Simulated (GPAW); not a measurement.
Input of a GPAW 26.7.0 run:

Contents of run.py:

```python
from ase import Atoms
from ase.dft.bandgap import bandgap
from ase.io import write
from ase.units import GPa
from gpaw import GPAW, PW

atoms = Atoms(['Cd', 'Se'],
              cell=[[0.0, 3.0702711986, 3.0702711986],
                    [3.0702711986, 0.0, 3.0702711986],
                    [3.0702711986, 3.0702711986, 0.0]],
              scaled_positions=[[0.0, 0.0, 0.0],
                                [0.25, 0.25, 0.25]],
              pbc=True)

calc = GPAW(mode=PW(600),
            xc='revPBE',
            kpts={'size': (8, 8, 8), 'gamma': True},
            occupations={'name': 'fermi-dirac', 'width': 0.05},
            nbands=18,
            convergence={'density': 1e-05, 'energy': 1e-05},
            maxiter=150,
            txt='gpaw.txt')
atoms.calc = calc
energy = atoms.get_potential_energy()
forces = atoms.get_forces()
stress = atoms.get_stress()
calc.write('gs.gpw')
write('result.traj', atoms)
print(f'Energy: {energy:.6f} eV')
print('Forces (eV/A):')
print(forces.round(4))
print('Stress (GPa):', (stress / GPa).round(3))
print('Fermi level:', round(calc.get_fermi_level(), 4), 'eV')
print(f'Gap: {bandgap(calc)[0]:.4f} eV, direct: {bandgap(calc, direct=True)[0]:.4f} eV')

path = atoms.cell.bandpath('GXWKGLUWLK,UX', npoints=100, eps=1e-4)
bs_calc = calc.fixed_density(kpts=path, symmetry='off', nbands=30,
                             convergence={'bands': 'CBM+6.0', 'eigenstates': 1e-6}, txt='bands.txt')
bs = bs_calc.band_structure()
bs.write('bs.json')
print(f'Gap on the path: {bandgap(bs_calc)[0]:.4f} eV')
```

Potentials or basis: the program's PAW data sets (release 1.2.1) made for this functional, pw.

The run is started by

```sh
$ OMP_NUM_THREADS=1 python run.py
```

Question: Estimate the band gap on the k mesh.

Answer: 0.68 eV, direct.

Question: Predict the pressure.

Answer: 2.5 GPa.

Question: Predict the band gap along the path.

Answer: 0.68 eV, direct.

Levels at the corners of the path, in eV from the valence-band top:
```
point  band 7  band 8  band 9  band 10  band 11  band 12
    Γ    0.00    0.00    0.00     0.68     5.97     5.97
    X   -3.92   -1.75   -1.75     3.33     3.81     9.11
    W   -3.83   -2.11   -2.08     4.94     5.34     6.50
    K   -3.86   -2.37   -1.44     3.81     5.17     8.34
    Γ    0.00    0.00    0.00     0.68     5.97     5.97
    L   -4.19   -0.71   -0.71     2.45     6.49     6.49
    U   -3.86   -2.37   -1.44     3.81     5.17     8.34
    W   -3.83   -2.11   -2.08     4.94     5.34     6.50
    L   -4.19   -0.71   -0.71     2.45     6.49     6.49
    K   -3.86   -2.37   -1.44     3.81     5.17     8.34
    U   -3.86   -2.37   -1.44     3.81     5.17     8.34
    X   -3.92   -1.75   -1.75     3.33     3.81     9.11
```

Expect the measured gap to be larger: semilocal functionals such as revPBE lack the derivative discontinuity.
